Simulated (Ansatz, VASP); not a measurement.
**BaS: VASP beside Ansatz**

```
CELL_PARAMETERS angstrom
-0.35263 3.36950 3.36950
3.36950 -0.35263 3.36950
3.36950 3.36950 -0.35263
ATOMIC_POSITIONS crystal
Ba 0.98786 0.98786 0.98786
S 0.26214 0.26214 0.26214
```

Change from the starting cell: epitaxial_111 strain +5.8%.

Alike in both runs: task single point; functional r2SCAN; k mesh 6 × 6 × 6; no spin polarisation.

|  | VASP | Ansatz |
| --- | --- | --- |
| version | VASP 6.6.1 | Ansatz 0.2.0 |
| potentials or method | VASP PAW PBE potentials, release 64 (Ba_sv, S) | plane waves, PAW |
| plane-wave cutoff (eV) | 520 | 500 |
| occupations | gaussian, width 0.01 eV | fixed |
| valence electrons in the cell | 16 | 16 |

```tsv
	VASP	Ansatz	Ansatz less VASP
gap on the k mesh at the Fermi level (eV)	3.01	3.00	-0.011
pressure (GPa)	-0.7	-1.1	-0.37
largest component of the traceless stress (GPa)	0.55	0.55	-0.002
rms of the force components (eV/Å)	0.016	0.000	-0.0158
```

Atom by atom the forces differ by 0.016 eV/Å (rms over components).

Caveats: the PAW data sets were made with another functional, which shifts forces and pressure a little (VASP); spin-orbit coupling is left out, which moves the levels of the heavy elements. A k mesh can miss the band edges.
